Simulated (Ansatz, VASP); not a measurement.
# ZrC in VASP and in Ansatz

```xyz
2
Lattice="0.0000 2.3544 2.3544 2.3544 0.0000 2.3544 2.3544 2.3544 0.0000" Properties=species:S:1:pos:R:3 pbc="T T T"
Zr    2.3544    2.3544    2.3544
C     0.0000    0.0000    0.0000
```

Alike in both runs: functional PBE; k mesh 16 × 16 × 16; occupations gaussian, width 0.1 eV; no spin polarisation.

Ansatz relaxed the structure, and its values are those at the end. VASP's run is a single point on that final structure, the one shown.

|  | VASP | Ansatz |
| --- | --- | --- |
| version | VASP 6.6.1 | Ansatz 0.2.0 |
| potentials or method | VASP PAW PBE potentials, release 64 (Zr_sv, C) | scalar-relativistic, plane waves, PAW |
| plane-wave cutoff (eV) | 520 | 420 |
| valence electrons in the cell | 16 | 16 |

```tsv
	VASP	Ansatz	Ansatz less VASP
gap on the k mesh at the Fermi level (eV)	none	none	-
pressure (GPa)	0.2	0.0	-0.25
```

A gap of «none» marks a metal or a gap that the smearing closes. The functional is the same, so the differences come from potentials, cutoffs and numerics.
